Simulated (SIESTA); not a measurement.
Crystal: HfN.

```
Hf N
1.0
     0.00000    2.25600    2.25600
     2.25600    0.00000    2.25600
     2.25600    2.25600    0.00000
Hf N
1 1
Direct
  0.00000 0.00000 0.00000
  0.50000 0.50000 0.50000
```

Base run:

```yaml
Program: SIESTA 5.4.2
Functional: PBEsol
Potentials_or_basis: PseudoDojo 0.4 standard (PBEsol files)
Basis: DZP (energy shift 0.003 Ry; two zetas on semicore shells)
Grid_cutoff: 800 Ry
Energy_shift: 0.003 Ry
k_mesh: 8 × 8 × 8
Occupations: fermi-dirac, width 0.05 eV
Spin: no spin polarisation
Hubbard_terms: Hf d U = 6 eV
```

Its results: band gap on the k mesh none (metal or under the smearing width); pressure 14.0 GPa.

The run is repeated on the same cell with these changes: hubbard terms from Hf d U = 6 eV to none. What comes out?

Band gap on the k mesh none (metal or under the smearing width); pressure 1.6 GPa.

Caveats: short orbitals over semicore shells can move pressures by several GPa; the basis of atomic orbitals isn't converged, which shifts pressures, moduli and gaps; U without spin polarisation on a metal has little footing (some runs).
